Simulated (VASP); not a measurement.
Write the native input for VASP 6.6.1 that does the following.

```
Task                   : single point
Functional             : r2SCAN
Dispersion             : D3(BJ)
Potentials or basis    : VASP PAW PBE potentials, release 64 (O, H, C)
Cutoff                 : 520 eV
k mesh                 : 1 × 1 × 1
Occupations            : fermi-dirac, width 0.02 eV
Spin                   : no spin polarisation
Dipole correction      : no
Further INCAR settings : LREAL = Auto; ALGO = Normal; EDIFF = 1e-06; NBANDS = 39
```

The system is H10CO6.

```
O H C
1.0
     5.48148    0.00000    0.00000
     0.00000    5.48148    0.00000
     0.00000    0.00000    5.48148
O H C
6 10 1
Direct
  0.16539 0.76426 0.73207
  0.41217 0.26048 0.65247
  0.36227 0.58670 0.14171
  0.74889 0.93091 0.94505
  0.02719 0.05287 0.29623
  0.85701 0.44714 0.35715
  0.22890 0.64366 0.84612
  0.12508 0.67974 0.58331
  0.44672 0.29295 0.48182
  0.36990 0.08695 0.63284
  0.52066 0.65752 0.10444
  0.24125 0.69934 0.21286
  0.69060 0.07321 0.86612
  0.89399 0.86841 0.86247
  0.91472 0.01589 0.15757
  0.99696 0.22536 0.61894
  0.95733 0.26206 0.42957
```

The cell was built by a generator and needn't be a form met in nature.

The input as run:

POSCAR

```
H10CO6
1.0
    5.4814800000      0.0000000000      0.0000000000
    0.0000000000      5.4814800000      0.0000000000
    0.0000000000      0.0000000000      5.4814800000
O H C
6 10 1
Direct
    0.1653932879      0.7642643957      0.7320650627
    0.4121697060      0.2604770974      0.6524697709
    0.3622744222      0.5867028613      0.1417135518
    0.7488853375     -0.0690871808      0.9450549851
    1.0271860884      0.0528689332      0.2962338638
    0.8570130695      0.4471420127      0.3571480695
    0.2288980348      0.6436582821      0.8461218503
    0.1250757095      0.6797434270      0.5833096171
    0.4467224180      0.2929500792      0.4818224275
    0.3699001000      0.0869473208      0.6328400359
    0.5206623029      0.6575231507      0.1044425958
    0.2412487139      0.6993366755      0.2128622197
    0.6905981596      0.0732101549      0.8661164503
    0.8939921335     -0.1315885491      0.8624678007
    0.9147164634      0.0158898692      0.1575669345
    0.9969570262      0.2253588447      0.6189386808
    0.9573326912      0.2620642600      0.4295737647
```

INCAR.step1

```
ALGO = Normal
EDIFF = 1E-4
ENCUT = 520
GGA = PE
ISMEAR = -1
LASPH = True
LCHARG = False
LREAL = Auto
LWAVE = True
NBANDS = 39
NELM = 60
PREC = Accurate
SIGMA = 0.02
```

INCAR.step2

```
ALGO = Normal
EDIFF = 1E-6
ENCUT = 520
ISIF = 2
ISMEAR = -1
ISTART = 1
IVDW = 12
LASPH = True
LCHARG = False
LMIXTAU = True
LREAL = Auto
LWAVE = False
METAGGA = R2SCAN
NBANDS = 39
NELM = 60
PREC = Accurate
SIGMA = 0.02
VDW_A1 = 0.49484001
VDW_A2 = 5.73083694
VDW_S6 = 1.0
VDW_S8 = 0.78981345
```

KPOINTS

```
k-points
0
Gamma
  1 1 1
```

Potentials or basis: VASP PAW PBE potentials, release 64 (O, H, C).

Launch:

```bash
$ cat potpaw_PBE.64/O/POTCAR potpaw_PBE.64/H/POTCAR potpaw_PBE.64/C/POTCAR > POTCAR
$ cp INCAR.step1 INCAR
$ mpirun -np 1 vasp_gam > vasp.out
$ cp INCAR.step2 INCAR
$ mpirun -np 1 vasp_gam > vasp.out
```

It gave:

```
Pressure                   : -1.8 GPa
Largest force              : 2.598 eV/Å
Band gap on the k mesh     : 5.68 eV, direct
Dispersion energy per atom : -0.020 eV
```

Caveat: the standard files for N, O and F lose accuracy on very short bonds; the PAW data sets were made with another functional, which shifts forces and pressure a little.

Wall time 54 s on 1 thread of Intel(R) Xeon(R) Platinum 8488C (Sapphire Rapids), with other jobs on the host, peak memory 0.25 GiB.
